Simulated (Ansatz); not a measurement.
The elements of this relaxed trial crystal are hidden behind letters.

```
lattice vectors (Å)
  -2.1665    2.1665   15.3589
   2.1665   -2.1665   15.3589
   2.1665    2.1665  -15.3589
fractional positions
X 0.7003 0.7003 0.0000
X 0.2997 0.2997 0.0000
X 0.5000 0.5000 0.0000
Z 0.9003 0.9003 0.0000
Z 0.0997 0.0997 0.0000
Q 0.7990 0.7990 0.0000
Q 0.3999 0.3999 0.0000
Q 0.0000 0.0000 0.0000
Q 0.6001 0.6001 0.0000
Q 0.2010 0.2010 0.0000
```

Computed with DFT PBE, scalar-relativistic, plane waves, PAW in Ansatz. Plane waves to 420 eV, a 12×12×12 mesh through Γ for the 10-atom cell and 0.10 eV Gaussian smearing; no spin polarisation.

| Quantity | Value |
| --- | --- |
| Space group | I4/mmm (No. 139) |
| Conventional cell | a = 4.333 Å, c = 30.718 Å |
| Volume per atom | 28.84 Å³ |
| Density | 7.93 g/cm³ |
| Formation energy | −0.18 eV/atom |
| Gap on the 12×12×12 mesh of the 10-atom cell | 0 eV (a metal) |

Energies are uncorrected and count from the elements' standard states at the same level.

Task: X is a d-block element of period 5, Z is a d-block element of period 6 and Q is a p-block element of period 5. Which elements are they?

Result: X = Cd, Z = Hg, Q = Te, so the formula is Cd3Hg2Te5. Density times volume gives a mean mass of 7.93 × 28.84/1.6605 = 137.7 u per atom, and this set has 137.6 u. Among the elements that the hints allow, noble gases aside, only these give it. Cd on a site of symmetry 4mm has 6 Te at 3.03–3.08 Å; around Hg lie 6 Te at 3.06–3.11 Å; Te on a site of symmetry 4mm has 5 Cd at 3.03–3.06 Å and 1 Hg at 3.11 Å; 3 more sites not described.

These runs have no spin–orbit coupling, which can matter for Hg and Te. A structure relaxed within its symmetry needn't be a true minimum.
